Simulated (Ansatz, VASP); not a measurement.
# SiC (Moissanite) in two plane-wave programs, part 2 of 2

One calculation is typed for both programs; each brings its own data sets and cutoff. How far apart do they land?

VASP 6.6.1 and Ansatz 0.2.0.

So far. Step 2 (VASP: band structure, LDA): The run ends at a pressure of -3.68 GPa, with forces up to 0.73 eV/Å.

**5. VASP: band structure, PBE**

Level of this step: PBE; plane waves and PAW (Si, C) (VASP).

The same path points are solved in both programs, so levels can be compared one by one.

INCAR

```
SYSTEM = SiC
PREC = Accurate
ENCUT = 460
EDIFF = 1E-06
NELM = 100
ISMEAR = 0
SIGMA = 0.03
LREAL = .FALSE.
ALGO = Normal
GGA = PE
NBANDS = 22
LORBIT = 11
LWAVE = .FALSE.
LCHARG = .FALSE.
KPAR = 8
LASPH = .TRUE.
```

POSCAR

```
SiC
1.0
    3.0760000000      0.0000000000      0.0000000000
   -1.5380000000      2.6638941420      0.0000000000
    0.0000000000      0.0000000000      5.0480000000
Si C
2 2
Direct
    0.6666666667      0.3333333333      0.5000000000
    0.3333333333      0.6666666667      0.0000000000
    0.6666666667      0.3333333333      0.8850000000
    0.3333333333      0.6666666667      0.3850000000
```

KPOINTS

```
Automatic mesh
0
Gamma
8 8 4
0 0 0
```

KPOINTS_OPT

```
Line mode
10
Line-mode
Reciprocal
  0.00000000   0.00000000   0.00000000 GAMMA
  0.50000000   0.00000000   0.00000000 M

  0.50000000   0.00000000   0.00000000 M
  0.33333333   0.33333333   0.00000000 K

  0.33333333   0.33333333   0.00000000 K
  0.00000000   0.00000000   0.00000000 GAMMA

  0.00000000   0.00000000   0.00000000 GAMMA
  0.00000000   0.00000000   0.50000000 A

  0.00000000   0.00000000   0.50000000 A
  0.50000000   0.00000000   0.50000000 L

  0.50000000   0.00000000   0.50000000 L
  0.33333333   0.33333333   0.50000000 H

  0.33333333   0.33333333   0.50000000 H
  0.00000000   0.00000000   0.50000000 A

  0.50000000   0.00000000   0.50000000 L
  0.50000000   0.00000000   0.00000000 M

  0.33333333   0.33333333   0.00000000 K
  0.33333333   0.33333333   0.50000000 H
```

Potentials, in the order of the species: Si and C (PBE family, release 64).

Started as:

```bash
mpirun -np 8 vasp_std
```

Numbers of over 12 decimals in the logs are rounded to 6 here.

What it wrote:

```text
[banner, memory and clock lines left out]
running    8 mpi-ranks, on    1 nodes
[...]
[... a notice as in an earlier step ...]

 LDA part: xc-table for (Slater+PW92), standard interpolation
 POSCAR, INCAR and KPOINTS ok, starting setup
[...]
entering main loop
       N       E                     dE             d eps       ncg     rms          rms(c)
DAV:   1     0.187850818355E+02    0.18785E+02   -0.62710E+03  1320   0.591E+02
DAV:   2    -0.319757777517E+02   -0.50761E+02   -0.47936E+02  1724   0.130E+02
DAV:   3    -0.338022218768E+02   -0.18264E+01   -0.18126E+01  1666   0.206E+01
DAV:   4    -0.338110773332E+02   -0.88555E-02   -0.88542E-02  1554   0.177E+00
[...]
DAV:  10    -0.300705145570E+02   -0.32465E-03   -0.88530E-04  1478   0.135E-01    0.548E-02
DAV:  11    -0.300705350876E+02   -0.20531E-04   -0.42173E-05  1646   0.377E-02    0.194E-02
DAV:  12    -0.300705356264E+02   -0.53884E-06   -0.73146E-06  1612   0.136E-02
   1 F= -.30070536E+02 E0= -.30070536E+02  d E =-.790332E-21
 Start KPOINTS_OPT (optional k-point list driver)
k-point batch [1-30\90]
       N       E                     dE             ncg
DAV:   1     0.253481435083E+04   -0.10028E+05     1320
DAV:   2     0.113575037254E+04   -0.13991E+04     1726
DAV:   3     0.108369261914E+04   -0.52058E+02     1656
DAV:   4     0.108344016344E+04   -0.25246E+00     1508
DAV:   5     0.108343862932E+04   -0.15341E-02     1638
DAV:   6     0.108343861572E+04   -0.13604E-04     1550
DAV:   7     0.108343861560E+04   -0.12275E-06     1452
[...]
k-point batch [61-90\90]
       N       E                     dE             ncg
DAV:   1     0.241704263145E+04   -0.14634E+05     1320
DAV:   2     0.102937517972E+04   -0.13877E+04     1740
DAV:   3     0.981600397670E+03   -0.47775E+02     1656
DAV:   4     0.981376615658E+03   -0.22378E+00     1562
DAV:   5     0.981375412376E+03   -0.12033E-02     1660
DAV:   6     0.981375402767E+03   -0.96086E-05     1574
DAV:   7     0.981375402687E+03   -0.79583E-07     1428
```

Parts of OUTCAR (step 5):

```text
  Total        1.3286452      1.3286452      0.0728347      0.0000000      0.0000000      0.0000000
  in kB       51.4632225     51.4632225      2.8211510      0.0000000      0.0000000      0.0000000
  external PRESSURE =      35.2491987 kB  Pullay stress =       0.0000000 kB

 POSITION                                       TOTAL-FORCE (eV/Angst)
 -----------------------------------------------------------------------------------
      1.53800      0.88796      2.52400        -0.000000      0.000000      0.751123
     -0.00000      1.77593      0.00000         0.000000      0.000000      0.751123
      1.53800      0.88796      4.46748        -0.000000      0.000000     -0.751123
     -0.00000      1.77593      1.94348         0.000000     -0.000000     -0.751123
 -----------------------------------------------------------------------------------
    total drift:                                0.000000      0.000000     -0.000768

  FREE ENERGIE OF THE ION-ELECTRON SYSTEM (eV)
  ---------------------------------------------------
  free  energy   TOTEN  =       -30.0705356264 eV

  energy  without entropy=      -30.0705356264  energy(sigma->0) =      -30.07053563

[... 2 parts as in an earlier step ...]

[... 1 further part left out ...]
[key lines of the parts left out:]
E-fermi :   8.5971
```

The run ends at a pressure of 3.52 GPa, with forces up to 0.75 eV/Å.

**6. Ansatz: band structure, PBE**

The same cell, functional, mesh and smearing now go to Ansatz, which takes its cutoff from its data sets.

The cell is taken from a series of VASP runs on this material, whose earlier steps may have relaxed, scaled or displaced it; both programs get it as it stands.

input.yaml

```yaml
crystal:
  lattice:
    - [3.076, 0.0, 0.0]
    - [-1.538, 2.663894142, 0.0]
    - [0.0, 0.0, 5.048]
  atoms:
    - { symbol: Si, position: [0.6666666667, 0.3333333333, 0.5] }
    - { symbol: Si, position: [0.3333333333, 0.6666666667, 0.0] }
    - { symbol: C, position: [0.6666666667, 0.3333333333, 0.885] }
    - { symbol: C, position: [0.3333333333, 0.6666666667, 0.385] }
hamiltonian:
  xc: pbe
  pseudopotentials: { kind: paw }
kpoints:
  mp_grid: { grid: [8, 8, 4] }
  band_path:
    path:
      - [0.0, 0.0, 0.0]
      - [0.16667, 0.0, 0.0]
      - [0.33333, 0.0, 0.0]
      - [0.5, 0.0, 0.0]
      - [0.46296, 0.07407, 0.0]
      - [0.40741, 0.18519, 0.0]
      - [0.35185, 0.2963, 0.0]
      - [0.33333, 0.33333, 0.0]
      - [0.2963, 0.2963, 0.0]
      - [0.18519, 0.18519, 0.0]
      - [0.07407, 0.07407, 0.0]
      - [0.0, 0.0, 0.0]
      - [0.0, 0.0, 0.16667]
      - [0.0, 0.0, 0.33333]
      - [0.0, 0.0, 0.5]
      - [0.11111, 0.0, 0.5]
      - [0.33333, 0.0, 0.5]
      - [0.5, 0.0, 0.5]
      - [0.46296, 0.07407, 0.5]
      - [0.40741, 0.18519, 0.5]
      - [0.35185, 0.2963, 0.5]
      - [0.2963, 0.2963, 0.5]
      - [0.18519, 0.18519, 0.5]
      - [0.07407, 0.07407, 0.5]
      - [0.5, 0.0, 0.5]
      - [0.5, 0.0, 0.33333]
      - [0.5, 0.0, 0.16667]
      - [0.5, 0.0, 0.0]
      - [0.33333, 0.33333, 0.11111]
      - [0.33333, 0.33333, 0.27778]
      - [0.33333, 0.33333, 0.5]
    npoints: 1
scf:
  occupations: { method: gaussian, width: 0.03 }
  n_extra_bands: 8
output:
  forces: true
  stress: true
  eigenvalues: true
```

Started as:

```bash
ansatz run input.yaml --threads 2 --pin off --max-ram 4608MiB --backend cpu --events-out ev --progress --plain --runs-dir out
```

What it wrote:

```text
[...]
Crystal: 4 atoms, lattice volume = 41.364 Å³
Basis set: ecut = 420 eV, 785 PW (Γ), exchange–correlation on 48×48×72 points (8 copies of the dense FFT grid, shifted against one another)
Bands: 16, of which v1, the nominal top of the filled ones, is band 8 counted from 1 (7 counted from 0)
Symmetry: 12 space group operations
[...]
k-points: 30 of 256 (time reversal used)
[...]
k-point 0: bands = [... 4 lower, 8.2270, 9.5070, 9.5070, 9.7838, 14.4014, 15.7944, 16.2903, 16.2903, ... 4 higher]
  k-point 1: bands = [... 4 lower, 8.3911, 8.3911, 9.2927, 9.2927, 14.6820, 16.4089, 16.4089, 16.6276, ... 4 higher]
  k-point 2: bands = [... 4 lower, 8.8168, 8.8168, 8.8168, 8.8168, 15.4880, 15.4880, 16.9537, 16.9537, ... 4 higher]
  k-point 29: bands = [... 4 lower, 4.3334, 4.3334, 7.9726, 7.9726, 14.3685, 14.3685, 16.0402, 16.0402, ... 4 higher]
[key lines of the parts left out:]
SCF converged after 6 iterations
Free energy (F): -1774.265567 eV
Fermi energy:    11.073701 eV
P = ⅓ Tr σ = 3.6920 GPa (36.920 kbar)
```

It took 1.3 s on 2 threads of Arm Neoverse V2, shared host; peak memory 0.29 GiB.

**7. Differences**

Compared:

```csv
quantity,Ansatz,VASP,difference
pressure (GPa),3.69,3.52,+0.17
pressure without Ansatz's Pulay correction (GPa),3.40,3.52,-0.12
gap over the path points (eV),2.325,2.323,+0.002
```

Forces (eV/Å; atoms numbered as in POSCAR):

| atom | Ansatz x, y, z | VASP x, y, z |
| --- | --- | --- |
| Si1 | 0.000, 0.000, 0.751 | 0.000, 0.000, 0.751 |
| Si2 | 0.000, 0.000, 0.751 | 0.000, 0.000, 0.751 |
| C3 | 0.000, 0.000, -0.751 | 0.000, 0.000, -0.751 |
| C4 | 0.000, 0.000, -0.751 | 0.000, 0.000, -0.751 |

Levels at points of the path, from each program's valence-band top (eV; 4 filled, then empty):

```
k (reciprocal lattice)                                  Ansatz                                    VASP
     0.000 0.000 0.000   -1.56 -0.28 -0.28 0.00 4.62 6.01 6.51   -1.56 -0.28 -0.28 0.00 4.62 6.03 6.51
     0.167 0.000 0.000  -2.24 -1.84 -0.57 -0.37 4.71 6.53 6.96  -2.23 -1.84 -0.57 -0.37 4.71 6.53 6.96
     0.333 0.000 0.000  -4.63 -3.18 -1.77 -1.20 3.20 4.83 7.00  -4.62 -3.17 -1.77 -1.20 3.20 4.83 7.00
     0.500 0.000 0.000  -5.43 -3.54 -3.26 -1.49 2.59 4.20 6.74  -5.43 -3.54 -3.26 -1.49 2.59 4.20 6.74
     0.463 0.074 0.000  -5.38 -3.95 -3.27 -1.82 3.17 4.02 6.77  -5.38 -3.95 -3.27 -1.82 3.17 4.02 6.78
     0.407 0.185 0.000  -5.64 -4.79 -3.37 -3.05 3.08 5.37 7.65  -5.64 -4.79 -3.37 -3.04 3.08 5.37 7.66
     0.352 0.296 0.000  -6.34 -4.29 -4.04 -3.79 2.38 7.71 8.43  -6.33 -4.29 -4.04 -3.79 2.37 7.71 8.44
     0.333 0.333 0.000  -6.50 -4.12 -4.04 -4.04 2.33 7.97 8.64  -6.50 -4.12 -4.04 -4.04 2.32 7.98 8.64
     0.296 0.296 0.000  -5.91 -4.64 -3.89 -3.45 2.52 7.49 8.22  -5.91 -4.64 -3.88 -3.45 2.52 7.49 8.22
     0.185 0.185 0.000  -4.82 -3.50 -2.06 -1.47 4.67 5.78 6.94  -4.82 -3.49 -2.06 -1.47 4.67 5.78 6.94
```

The forces differ by 0.3 meV/Å r.m.s., which is 0.1 % of the r.m.s. force of 0.43 eV/Å (both taken over all components). Among the levels compared at these points, filled levels agree within 4 meV and empty ones within 15 meV. Ansatz's pressure holds a Pulay correction of 0.29 GPa; VASP's holds none.

**8. VASP: band structure, r2SCAN**

Levels along a path test the potential and the projectors away from the mesh points.

INCAR: that of step 5 with these lines changed.

```diff
@@ -9,3 +9,4 @@
 ALGO = Normal
-GGA = PE
+METAGGA = R2SCAN
+LASPH = .TRUE.
 NBANDS = 22
@@ -15,2 +16 @@
 KPAR = 8
-LASPH = .TRUE.
```

POSCAR is that of step 5.

KPOINTS is that of step 5.

KPOINTS_OPT is that of step 5.

Started as:

```bash
mpirun -np 8 vasp_std
```

What it wrote:

```text
[banner, memory and clock lines left out]
running    8 mpi-ranks, on    1 nodes
[...]
[... a notice as in an earlier step ...]

|                                                                             |
|               ----> ADVICE to this user running VASP <----                  |
|                                                                             |
|     You enforced a specific xc type in the INCAR file but a different       |
|     [... a line on the potential file left out ...]
|     I HOPE YOU KNOW WHAT YOU ARE DOING!                                     |
|                                                                             |

 LDA part: xc-table for (None), standard interpolation
 POSCAR, INCAR and KPOINTS ok, starting setup
[...]
entering main loop
       N       E                     dE             d eps       ncg     rms          rms(c)
DAV:   1     0.937972445288E+01    0.93797E+01   -0.64758E+03  1320   0.611E+02
DAV:   2    -0.427778174424E+02   -0.52158E+02   -0.49247E+02  1708   0.134E+02
[...]
DAV:  10    -0.386053308304E+02   -0.25061E-03   -0.37614E-04  1528   0.983E-02    0.368E-02
DAV:  11    -0.386053332274E+02   -0.23970E-05   -0.17623E-05  1644   0.311E-02    0.673E-03
DAV:  12    -0.386053327896E+02    0.43781E-06   -0.33173E-06  1560   0.941E-03
   1 F= -.38605333E+02 E0= -.38605333E+02  d E =-.846855E-13
 Start KPOINTS_OPT (optional k-point list driver)
k-point batch [1-30\90]
       N       E                     dE             ncg
DAV:   1     0.240642767315E+04   -0.10157E+05     1320
DAV:   2     0.941640115778E+03   -0.14648E+04     1718
DAV:   3     0.888587479906E+03   -0.53053E+02     1656
DAV:   4     0.888339716932E+03   -0.24776E+00     1494
DAV:   5     0.888338261054E+03   -0.14559E-02     1638
DAV:   6     0.888338248543E+03   -0.12512E-04     1540
DAV:   7     0.888338248431E+03   -0.11145E-06     1446
[...]
k-point batch [61-90\90]
       N       E                     dE             ncg
DAV:   1     0.228226421116E+04   -0.14769E+05     1320
DAV:   2     0.830061639706E+03   -0.14522E+04     1726
DAV:   3     0.781090951305E+03   -0.48971E+02     1650
DAV:   4     0.780868175434E+03   -0.22278E+00     1582
DAV:   5     0.780866997468E+03   -0.11780E-02     1664
DAV:   6     0.780866988287E+03   -0.91811E-05     1572
DAV:   7     0.780866988214E+03   -0.73050E-07     1418
```

OUTCAR, selected parts (step 8):

```text
  Total        0.3414258      0.3414258     -0.7177614      0.0000000      0.0000000      0.0000000
  in kB       13.2246516     13.2246516    -27.8014894      0.0000000      0.0000000      0.0000000
  external PRESSURE =      -0.4507287 kB  Pullay stress =       0.0000000 kB

 POSITION                                       TOTAL-FORCE (eV/Angst)
 -----------------------------------------------------------------------------------
      1.53800      0.88796      2.52400         0.000000      0.000000      0.769865
     -0.00000      1.77593      0.00000        -0.000000     -0.000000      0.769865
      1.53800      0.88796      4.46748         0.000000     -0.000000     -0.769865
     -0.00000      1.77593      1.94348        -0.000000     -0.000000     -0.769865
 -----------------------------------------------------------------------------------
    total drift:                               -0.000000      0.000000      0.001293

  FREE ENERGIE OF THE ION-ELECTRON SYSTEM (eV)
  ---------------------------------------------------
  free  energy   TOTEN  =       -38.6053327896 eV

  energy  without entropy=      -38.6053327896  energy(sigma->0) =      -38.60533279

[... 2 parts as in an earlier step ...]

[... 1 further part left out ...]
[key lines of the parts left out:]
E-fermi :   8.4409
```

The run ends at a pressure of -0.05 GPa, with forces up to 0.77 eV/Å.

**9. Ansatz: band structure, r2SCAN**

The same cell, functional, mesh and smearing now go to Ansatz, which takes its cutoff from its data sets.

The cell is taken from a series of VASP runs on this material, whose earlier steps may have relaxed, scaled or displaced it; both programs get it as it stands.

input.yaml: that of step 6 with these lines changed.

```diff
@@ -11,3 +11,3 @@
 hamiltonian:
-  xc: pbe
+  xc: r2scan
   pseudopotentials: { kind: paw }
```

Started as:

```bash
ansatz run input.yaml --threads 2 --pin off --max-ram 4608MiB --backend cpu --events-out ev --progress --plain --runs-dir out
```

What it wrote:

```text
[...]
Crystal: 4 atoms, lattice volume = 41.364 Å³
Basis set: ecut = 500 eV, 1099 PW (Γ), exchange–correlation on 96×96×160 points (64 copies of the dense FFT grid, shifted against one another)
Bands: 16, of which v1, the nominal top of the filled ones, is band 8 counted from 1 (7 counted from 0)
Symmetry: 12 space group operations
[...]
k-points: 30 of 256 (time reversal used)
[...]
k-point 0: bands = [... 4 lower, 8.0405, 9.3874, 9.3874, 9.6849, 14.8510, 16.2292, 16.6955, 16.6955, ... 4 higher]
  k-point 1: bands = [... 4 lower, 8.2132, 8.2132, 9.1621, 9.1621, 15.1407, 16.8122, 16.8122, 17.1173, ... 4 higher]
  k-point 2: bands = [... 4 lower, 8.6614, 8.6614, 8.6614, 8.6614, 15.9679, 15.9679, 17.3745, 17.3745, ... 4 higher]
  k-point 29: bands = [... 4 lower, 4.0401, 4.0401, 7.7828, 7.7828, 14.7477, 14.7477, 16.4980, 16.4980, ... 4 higher]
[key lines of the parts left out:]
SCF converged after 7 iterations
Free energy (F): -1782.614402 eV
Fermi energy:    11.160862 eV
P = ⅓ Tr σ = 0.1867 GPa (1.867 kbar)
```

It took 3.4 s on 2 threads; peak memory 0.39 GiB; 5.7 s of CPU time.

**10. Differences**

What differs besides the data sets and the points named for the pairs above, as far as they apply: VASP keeps PBE cores, Ansatz makes them for the functional; the cutoff is 500 eV in Ansatz and 460 eV in VASP. Total energies have different zeros and are not compared.

The two programs side by side:

| quantity | Ansatz | VASP | difference |
| --- | --- | --- | --- |
| pressure (GPa) | 0.19 | -0.05 | +0.23 |
| gap over the path points (eV) | 2.692 | 2.700 | -0.007 |

Forces (eV/Å; atoms numbered as in POSCAR):

| atom | Ansatz x, y, z | VASP x, y, z |
| --- | --- | --- |
| Si1 | 0.000, 0.000, 0.771 | 0.000, 0.000, 0.770 |
| Si2 | 0.000, 0.000, 0.771 | 0.000, 0.000, 0.770 |
| C3 | 0.000, 0.000, -0.771 | 0.000, 0.000, -0.770 |
| C4 | 0.000, 0.000, -0.771 | 0.000, 0.000, -0.770 |

Levels at points of the path, from each program's valence-band top (eV; 4 filled, then empty):

| k (reciprocal lattice) | Ansatz | VASP |
| --- | --- | --- |
| 0.000 0.000 0.000 | -1.64 -0.30 -0.30 0.00 5.17 6.54 7.01 | -1.65 -0.30 -0.30 0.00 5.18 6.57 7.01 |
| 0.167 0.000 0.000 | -2.35 -1.93 -0.61 -0.39 5.21 7.08 7.52 | -2.35 -1.93 -0.61 -0.39 5.22 7.09 7.54 |
| 0.333 0.000 0.000 | -4.85 -3.33 -1.82 -1.27 3.64 5.29 7.58 | -4.85 -3.33 -1.82 -1.27 3.65 5.30 7.59 |
| 0.500 0.000 0.000 | -5.63 -3.72 -3.34 -1.57 3.02 4.62 7.30 | -5.63 -3.72 -3.34 -1.57 3.02 4.63 7.32 |
| 0.463 0.074 0.000 | -5.58 -4.12 -3.35 -1.91 3.60 4.43 7.31 | -5.58 -4.12 -3.35 -1.91 3.61 4.44 7.32 |
| 0.407 0.185 0.000 | -5.83 -4.97 -3.47 -3.18 3.46 5.89 8.25 | -5.83 -4.97 -3.47 -3.18 3.47 5.90 8.26 |
| 0.352 0.296 0.000 | -6.58 -4.44 -4.21 -3.93 2.74 8.35 9.10 | -6.58 -4.45 -4.21 -3.93 2.75 8.36 9.12 |
| 0.333 0.333 0.000 | -6.75 -4.29 -4.18 -4.18 2.69 8.62 9.33 | -6.75 -4.29 -4.18 -4.18 2.70 8.63 9.35 |
| 0.296 0.296 0.000 | -6.14 -4.81 -4.05 -3.58 2.89 8.11 8.88 | -6.14 -4.81 -4.05 -3.58 2.90 8.12 8.89 |
| 0.185 0.185 0.000 | -5.04 -3.64 -2.15 -1.52 5.12 6.32 7.55 | -5.04 -3.64 -2.15 -1.52 5.13 6.32 7.56 |

The forces differ by 0.5 meV/Å r.m.s., which is 0.1 % of the r.m.s. force of 0.44 eV/Å (both taken over all components). Among the levels compared at these points, filled levels agree within 2 meV and empty ones within 23 meV.

**11. Outcome**

```json
{"difference in gap over the path points (band structure, LDA)": "0.013 eV", "difference in gap over the path points (band structure, PBE)": "0.0022 eV", "difference in gap over the path points (band structure, r2SCAN)": "-0.0074 eV"}
```

The difference in gap over the path points is 0.013 eV (band structure, LDA), within the 0.08 eV picked in this series as the mark of a large difference. 2 further runs of this series are not shown here. Such differences can come from data sets, numerical settings and the points named under the comparisons, not from the functional's error against experiment.

[Lines on the potential files, build, host, timing and source positions are cut from VASP's logs without a mark.]

[Logs are printed without paths, hosts, clocks, repeated set-up lines and the standing remarks that a program may print on its own settings, such as how far it seeks lower states.]

[Hosts, paths, dates, database ids (printed as entryN), source tags and the programs' standing remarks are cut or masked in the printed files.]
